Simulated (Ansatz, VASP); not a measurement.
BiTe: VASP beside Ansatz

The input INCAR:

```
ALGO = Normal ; EDIFF = 1E-6
ENCUT = 520 ; GGA = PE
ISIF = 2 ; ISMEAR = -1
LASPH = T ; LCHARG = T
LELF = T ; LREAL = F
LVHAR = T ; LWAVE = F
NBANDS = 18 ; NELM = 80
PREC = Accurate ; SIGMA = 0.15
```

Contents of KPOINTS:

```
k-points
0
Gamma
  8 8 8
```

Contents of POSCAR:

```
BiTe
1.0
    0.0000000000      3.2350000000      3.2350000000
    3.2350000000      0.0000000000      3.2350000000
    3.2350000000      3.2350000000      0.0000000000
Bi Te
1 1
Direct
    0.0000000000      0.0000000000      0.0000000000
    0.5000000000      0.5000000000      0.5000000000
```

Input for Ansatz:

```yaml
crystal:
  lattice:
    - [0.0, 3.235, 3.235]
    - [3.235, 0.0, 3.235]
    - [3.235, 3.235, 0.0]
  atoms:
    - { symbol: Bi, position: [0.0, 0.0, 0.0] }
    - { symbol: Te, position: [0.5, 0.5, 0.5] }
basis:
  ecutwfc: 750.0
kpoints:
  mp_grid:
    grid: [8, 8, 8]
scf:
  occupations:
    method: fermi_dirac
    width: 0.15
output:
  stress: true
```

Alike in both runs: task single point; functional PBE; k mesh 8 × 8 × 8; occupations fermi-dirac, width 0.15 eV; no spin polarisation.

|  | VASP | Ansatz |
| --- | --- | --- |
| version | VASP 6.6.1 | Ansatz 0.2.0 |
| potentials or method | VASP PAW PBE potentials, release 64 (Bi_d, Te) | plane waves, PAW |
| plane-wave cutoff (eV) | 520 | 750 |
| valence electrons in the cell | 21 | 31 |

```tsv
	VASP	Ansatz	Ansatz less VASP
pressure (GPa)	0.8	0.8	+0.08
```

The two sets of potentials don't hold the same shells in valence.
